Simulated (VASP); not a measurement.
# TaN (F-43m) in VASP: notebook

One crystal, TaN, is run at these levels: r2SCAN+U, PBEsol; tasks: single point.

Program: VASP 6.6.1. These are calculated values, not measurements. Logs are shortened: lines on timing, memory, paths and dates and some standing lists are left out, and cuts for length are marked.

**1. Starting point**

It takes space group F-43m (No. 216, cubic). Conventional cell: a = 4.982 Å, b = 4.982 Å, c = 4.982 Å, α = 90.00°, β = 90.00°, γ = 90.00°. Ta (site symmetry -43m) has 4 N at 2.16 Å as nearest neighbours. N (site symmetry -43m) is surrounded by 4 Ta at 2.16 Å.

The cell comes from a database or a generator and needn't be the stable form of this composition.

**2. Single point, r2SCAN+U**

Input file INCAR:

```
PREC     = Accurate       # precision mode
ENCUT    = 520            # plane-wave cutoff, eV
EDIFF    = 1E-6           # SCF threshold, eV
ISMEAR   = 0              # smearing method
SIGMA    = 0.05           # smearing width, eV
LREAL    = False          # projectors in reciprocal space
LASPH    = True           # aspherical terms in the spheres
NELM     = 80             # most SCF steps
ALGO     = Normal         # electronic algorithm
ISIF     = 2              # what is computed and relaxed
LWAVE    = False          # write WAVECAR
LCHARG   = False          # write CHGCAR
LMAXMIX  = 4              # l up to which the mixer works
LDAU     = True           # DFT+U
LDAUTYPE = 2            
LDAUL    = 2 -1           # shell
LDAUU    = 3 0            # U, eV
LDAUJ    = 0 0          
LDAUPRINT= 1            
METAGGA  = R2SCAN         # meta-GGA
LMIXTAU  = True
```

Input file KPOINTS:

```
regular mesh
0
Gamma
  7 7 7
```

Input file POSCAR:

```
TaN
1.0
    0.0000000000      2.4911437700      2.4911437700
    2.4911437700      0.0000000000      2.4911437700
    2.4911437700      2.4911437700      0.0000000000
Ta N
1 1
Direct
    0.0000000000      0.0000000000      0.0000000000
    0.2500000000      0.2500000000      0.2500000000
```

Potentials or basis: VASP PAW PBE potentials, release 64 (Ta_pv, N).

The run is started by

```bash
$ cat potpaw_PBE.64/Ta_pv/POTCAR potpaw_PBE.64/N/POTCAR > POTCAR
$ mpirun -np 1 vasp_std > vasp.out
```

OUTCAR:

```text
PREC = Accurate
   ENCUT = 520
   EDIFF = 1E-6
   ISMEAR = 0
   LREAL = False
   LASPH = True
   NELM = 80
   ISIF = 2
   METAGGA = R2SCAN

 ion  position               nearest neighbor table
   1  0.000  0.000  0.000-   2 2.16   2 2.16   2 2.16   2 2.16
   2  0.250  0.250  0.250-   1 2.16   1 2.16   1 2.16   1 2.16

  LATTYP: Found a face centered cubic cell.
 ALAT       =     4.9822875400

  Lattice vectors:

 A1 = (   0.0000000000,   2.4911437700,   2.4911437700)
 A2 = (   2.4911437700,   0.0000000000,   2.4911437700)
 A3 = (   2.4911437700,   2.4911437700,   0.0000000000)

Analysis of symmetry for initial positions (statically):
=====================================================================
 Subroutine PRICEL returns:
 Original cell was already a primitive cell.

 Routine SETGRP: Setting up the symmetry group for a
 face centered cubic supercell.

 Subroutine GETGRP returns: Found 24 space group operations
 (whereof 24 operations were pure point group operations)
 out of a pool of 48 trial point group operations.

The static configuration has the point symmetry T_d .

Analysis of symmetry for dynamics (positions and initial velocities):
=====================================================================
 Subroutine PRICEL returns:
 Original cell was already a primitive cell.

 Routine SETGRP: Setting up the symmetry group for a
 face centered cubic supercell.

 Subroutine GETGRP returns: Found 24 space group operations
 (whereof 24 operations were pure point group operations)
 out of a pool of 48 trial point group operations.

The dynamic configuration has the point symmetry T_d .

 Subroutine INISYM returns: Found 24 space group operations
 (whereof 24 operations are pure point group operations),
 and found     1 'primitive' translations

----------------------------------------------------------------------------------------

                                     Primitive cell

  volume of cell :      30.9191

  direct lattice vectors                    reciprocal lattice vectors
     0.000000000  2.491143770  2.491143770    -0.200711017  0.200711017  0.200711017
     2.491143770  0.000000000  2.491143770     0.200711017 -0.200711017  0.200711017
     2.491143770  2.491143770  0.000000000     0.200711017  0.200711017 -0.200711017

  length of vectors
     3.523009305  3.523009305  3.523009305     0.347641679  0.347641679  0.347641679

  position of ions in fractional coordinates (direct lattice)
     0.000000000  0.000000000  0.000000000
     0.250000000  0.250000000  0.250000000

  ion indices of the primitive-cell ions
   primitive index   ion index
                 1           1
                 2           2

----------------------------------------------------------------------------------------

 KPOINTS: regular mesh

Automatic generation of k-mesh.
 Grid dimensions read from file:
 generate k-points for:    7    7    7

 Generating k-lattice:

  Cartesian coordinates                     Fractional coordinates (reciprocal lattice)
    -0.028673002  0.028673002  0.028673002     0.142857143  0.000000000  0.000000000
     0.028673002 -0.028673002  0.028673002     0.000000000  0.142857143  0.000000000
     0.028673002  0.028673002 -0.028673002     0.000000000  0.000000000  0.142857143

  Length of vectors
     0.049663097  0.049663097  0.049663097

  Shift w.r.t. Gamma in fractional coordinates (k-lattice)
     0.000000000  0.000000000  0.000000000

 Subroutine IBZKPT returns following result:
 ===========================================

 Found     20 irreducible k-points:
[... 39 lines left out ...]
   ENCUT  =  520.0 eV  38.22 Ry    6.18 a.u.   6.55  6.55  6.55*2*pi/ulx,y,z
   NELM   =     80;   NELMIN=  2; NELMDL= -5     # of ELM steps
   EDIFF  = 0.1E-05   stopping-criterion for ELM
   LREAL  =      F    real-space projection
   EDIFFG = 0.1E-04   stopping-criterion for IOM
   NSW    =      0    number of steps for IOM
   IBRION =     -1    ionic relax: 0-MD 1-quasi-New 2-CG
   NFREE  =      0    steps in history (QN), initial steepest desc. (CG)
   ISIF   =      2    stress and relaxation
   ISYM   =      2    0-nonsym 1-usesym 2-fastsym
   POTIM  = 0.5000    time-step for ionic-motion
   TEBEG  =    0.0;   TEEND  =   0.0 temperature during run
   PSTRESS=    0.0 pullay stress
   NELECT =      16.0000    total number of electrons
   NUPDOWN=      -1.0000    fix difference up-down
   EMIN   =  10.00;   EMAX   =-10.00  energy-range for DOS
   EFERMI =   0.00;   METHOD = LEGACY
   ISMEAR =     0;   SIGMA  =   0.05  broadening in eV -4-tet -1-fermi 0-gaus
   EFERMI_NEDOS =   21; number of points for ismear=-14 and -15
   IALGO  =     38    algorithm
   IMIX   =      4    mixing-type and parameters
     AMIX     =   0.40;   BMIX     =  1.00
     AMIX_MAG =   1.60;   BMIX_MAG =  1.00
  volume/ion in A,a.u.               =      15.46       104.33
  Fermi-wavevector in a.u.,A,eV,Ry     =   1.314335  2.483733 23.503740  1.727476
  Thomas-Fermi vector in A             =   2.444595
   LORBIT       =      0    0 simple, 1 ext, 2 COOP (PROOUT), +10 PAW based schemes
 LDA+U is selected, type is set to LDAUTYPE =  2
   angular momentum for each species LDAUL =     2   -1
   U (eV)           for each species LDAUU =   3.0  0.0
   J (eV)           for each species LDAUJ =   0.0  0.0
   METAGGA = R2SCAN    functional components
   LHFCALC =     F    Hartree Fock is set to
   AEXX    =    0.0000 exact exchange contribution
   IVDW    =     0    specifies the selected vdW correction
   LEPSILON=     F    determine dielectric tensor
   LRPA    =     F    only Hartree local field effects (RPA)
 non-spin polarized calculation
 Gauss-broadening in eV      SIGMA  =   0.05
  energy-cutoff  :      520.00
  volume of cell :       30.92
 maximum number of plane-waves:       869
 NGX is ok and might be reduce to    28
   NGX = 13   NGY = 13   NGZ = 13

atom =   1  type =  1  l = 2

 onsite density matrix

spin component  1

  0.2506  0.0000 -0.0000  0.0000  0.0000
  0.0000  0.2506 -0.0000  0.0000  0.0000
 -0.0000 -0.0000  0.1496 -0.0000  0.0000
  0.0000  0.0000 -0.0000  0.2506 -0.0000
  0.0000  0.0000  0.0000 -0.0000  0.1496

spin component  2

  0.2506  0.0000 -0.0000  0.0000  0.0000
  0.0000  0.2506 -0.0000  0.0000  0.0000
 -0.0000 -0.0000  0.1496 -0.0000  0.0000
  0.0000  0.0000 -0.0000  0.2506 -0.0000
  0.0000  0.0000  0.0000 -0.0000  0.1496

 occupancies and eigenvectors

  o =  0.1496  v =  0.0000  0.0000  0.9771 -0.0000 -0.2128  0.0000  0.0000  0.0000  0.0000  0.0000      0.0000  0.0000  0.0000  0.0000  0.0000  0.0000  0.0000  0.0000  0.0000  0.0000
  o =  0.1496  v =  0.0000  0.0000  0.0000  0.0000  0.0000  0.0000  0.0000  0.9771 -0.0000 -0.2128      0.0000  0.0000  0.0000  0.0000  0.0000  0.0000  0.0000  0.0000  0.0000  0.0000
  o =  0.1496  v =  0.0000 -0.0000  0.2128  0.0000  0.9771  0.0000  0.0000  0.0000  0.0000  0.0000      0.0000  0.0000  0.0000  0.0000  0.0000  0.0000  0.0000  0.0000  0.0000  0.0000
  o =  0.1496  v =  0.0000  0.0000  0.0000  0.0000  0.0000  0.0000 -0.0000  0.2128  0.0000  0.9771      0.0000  0.0000  0.0000  0.0000  0.0000  0.0000  0.0000  0.0000  0.0000  0.0000
  o =  0.2506  v =  0.0000 -0.9825  0.0000  0.1863 -0.0000  0.0000  0.0000  0.0000  0.0000  0.0000      0.0000  0.0000  0.0000  0.0000  0.0000  0.0000  0.0000  0.0000  0.0000  0.0000
  o =  0.2506  v =  0.0000  0.0000  0.0000  0.0000  0.0000  0.0000 -0.9825  0.0000  0.1863 -0.0000      0.0000  0.0000  0.0000  0.0000  0.0000  0.0000  0.0000  0.0000  0.0000  0.0000
  o =  0.2506  v =  0.0000  0.0000  0.0000  0.0000  0.0000  0.0000  0.1863 -0.0000  0.9825 -0.0000      0.0000  0.0000  0.0000  0.0000  0.0000  0.0000  0.0000  0.0000  0.0000  0.0000
  o =  0.2506  v =  0.0000  0.1863 -0.0000  0.9825 -0.0000  0.0000  0.0000  0.0000  0.0000  0.0000      0.0000  0.0000  0.0000  0.0000  0.0000  0.0000  0.0000  0.0000  0.0000  0.0000
  o =  0.2506  v =  0.0000  0.0000  0.0000  0.0000  0.0000  1.0000  0.0000  0.0000  0.0000  0.0000      0.0000  0.0000  0.0000  0.0000  0.0000  0.0000  0.0000  0.0000  0.0000  0.0000
  o =  0.2506  v =  1.0000  0.0000  0.0000  0.0000  0.0000  0.0000  0.0000  0.0000  0.0000  0.0000      0.0000  0.0000  0.0000  0.0000  0.0000  0.0000  0.0000  0.0000  0.0000  0.0000

 number of electron      15.9999998 magnetization

 Free energy of the ion-electron system (eV)
  ---------------------------------------------------
  ext. energy  EPLUGINS =         0.00000000
  ---------------------------------------------------
  free energy    TOTEN  =       -56.43653775 eV

  energy without entropy =      -56.43402854  energy(sigma->0) =      -56.43528315

 E-fermi :   6.1053     XC(G=0): -12.0615

 val. band max:        5.9701498124   @ k =  -0.2857   0.1429   0.0000
 cond. band min:       6.1253754767   @ k =  -0.2857   0.4286   0.1429
 fundamental gap:      0.1552256643
 Fermi energy:         6.1053422929

 k-point     1 :       0.0000    0.0000    0.0000
  band No.  band energies     occupation
      1     -32.1480      2.00000
      2     -32.1480      2.00000
      3     -32.1480      2.00000
      4     -11.9840      2.00000
      5      -0.6320      2.00000
      6      -0.6320      2.00000
      7      -0.6320      2.00000
      8       4.2723      2.00000
      9       6.6841      0.00000
     10       6.6841      0.00000
     11      10.9401      0.00000
     12      10.9401      0.00000
[... 271 lines left out ...]
 k-point    20 :      -0.2857    0.4286    0.1429
  band No.  band energies     occupation
      1     -32.3398      2.00000
      2     -32.2844      2.00000
      3     -32.2237      2.00000
      4     -10.7622      2.00000
      5      -0.8791      2.00000
      6      -0.2334      2.00000
      7       0.9105      2.00000
      8       3.5280      2.00000
      9       6.1254      0.57097
     10       7.6137      0.00000
     11       9.1092      0.00000
     12      10.1516      0.00000

------------------------ aborting loop because EDIFF is reached ----------------------------------------

  FORCE on cell =-STRESS in cart. coord.  units (eV):
  Direction    XX          YY          ZZ          XY          YZ          ZX
  --------------------------------------------------------------------------------------
  -------------------------------------------------------------------------------------
  Total       -4.6981666     -4.6981666     -4.6981666      0.0000000     -0.0000000      0.0000000
  in kB     -243.4515955   -243.4515955   -243.4515955      0.0000000     -0.0000000      0.0000000
  external PRESSURE =    -243.4515955 kB  Pullay stress =       0.0000000 kB

 VOLUME and BASIS-vectors are now :
 -----------------------------------------------------------------------------
  energy-cutoff  :      520.00
  volume of cell :       30.92
      direct lattice vectors                 reciprocal lattice vectors
     0.000000000  2.491143770  2.491143770    -0.200711017  0.200711017  0.200711017
     2.491143770  0.000000000  2.491143770     0.200711017 -0.200711017  0.200711017
     2.491143770  2.491143770  0.000000000     0.200711017  0.200711017 -0.200711017

 POSITION                                       TOTAL-FORCE (eV/Angst)
 -----------------------------------------------------------------------------------
      0.00000      0.00000      0.00000         0.000000      0.000000      0.000000
      1.24557      1.24557      1.24557        -0.000000     -0.000000     -0.000000
 -----------------------------------------------------------------------------------
    total drift:                                0.000001      0.000001      0.000001

  FREE ENERGIE OF THE ION-ELECTRON SYSTEM (eV)
  ---------------------------------------------------
  free  energy   TOTEN  =       -56.4365377506 eV

  energy  without entropy=      -56.4340285445  energy(sigma->0) =      -56.43528315
```

It took 26 s on 1 thread of Intel Xeon 6975P-C (Granite Rapids), shared host; peak memory 0.16 GiB.

Results:

- Free energy: -56.4365 eV
- Pressure: -24.3 GPa
- Band gap on the k mesh: none (metal or under the smearing width)

Eigenvalues of the final occupation matrices:
```csv
site,spin,trace,eigenvalues
site 1 d,1,1.05,0.15 0.15 0.25 0.25 0.25
site 1 d,2,1.05,0.15 0.15 0.25 0.25 0.25
```

Caveat: the PAW data sets were made with another functional, which shifts forces and pressure a little; U without spin polarisation on a metal has little footing. The run has no spin-orbit coupling, so splittings on Ta are missing.

**3. Single point, PBEsol, collinear spin, ferromagnetic start**

Input file INCAR:

```
PREC = Accurate ; ENCUT = 520
EDIFF = 1E-6 ; ISMEAR = 0
SIGMA = 0.05 ; LREAL = F
LASPH = T ; NELM = 60
ALGO = Normal ; ISIF = 2
LWAVE = F ; LCHARG = T
ISPIN = 2 ; MAGMOM = 0.5 0
LORBIT = 11 ; LMAXMIX = 4
GGA = PS ; LELF = T
LVHAR = T ; NBANDS = 19
```

KPOINTS is that of step 2.

POSCAR is that of step 2.

Potentials or basis: VASP PAW PBE potentials, release 64 (Ta_pv, N).

The run is started by

```bash
$ cat potpaw_PBE.64/Ta_pv/POTCAR potpaw_PBE.64/N/POTCAR > POTCAR
$ mpirun -np 1 vasp_std > vasp.out
```

Wall time 13 s (1 thread of Intel Xeon 6975P-C (Granite Rapids), shared host); peak memory 0.18 GiB.

Results (log left out):

```
Free energy                                           : -22.2154 eV
Pressure                                              : -30.5 GPa
Band gap on the k mesh                                : none (metal or under the smearing width)
Net moment                                            : 0.00 μB per cell
Valence electrons inside the program's atomic spheres : Ta 8.66; N 3.66
```

Levels at points of the mesh, in eV from the Fermi level:
Spin up:
| k point | band 5 | band 6 | band 7 | band 8 | band 9 | band 10 | band 11 | band 12 |
| --- | --- | --- | --- | --- | --- | --- | --- | --- |
| (0.00, 0.00, 0.00) | -6.08 | -6.08 | -6.08 | -1.31 | 0.34 | 0.34 | 4.89 | 4.89 |
Spin down:
| k point | band 5 | band 6 | band 7 | band 8 | band 9 | band 10 | band 11 | band 12 |
| --- | --- | --- | --- | --- | --- | --- | --- | --- |
| (0.00, 0.00, 0.00) | -6.08 | -6.08 | -6.08 | -1.31 | 0.34 | 0.34 | 4.89 | 4.89 |

Caveat: a pressure of tens of GPa on the cell as given is suspect, and the run, the potentials or the cell itself is likely at fault; the PAW data sets were made with another functional, which shifts forces and pressure a little. Spin-orbit coupling is left out, which matters for the levels of Ta.

(Continued in part 2 of 2.)
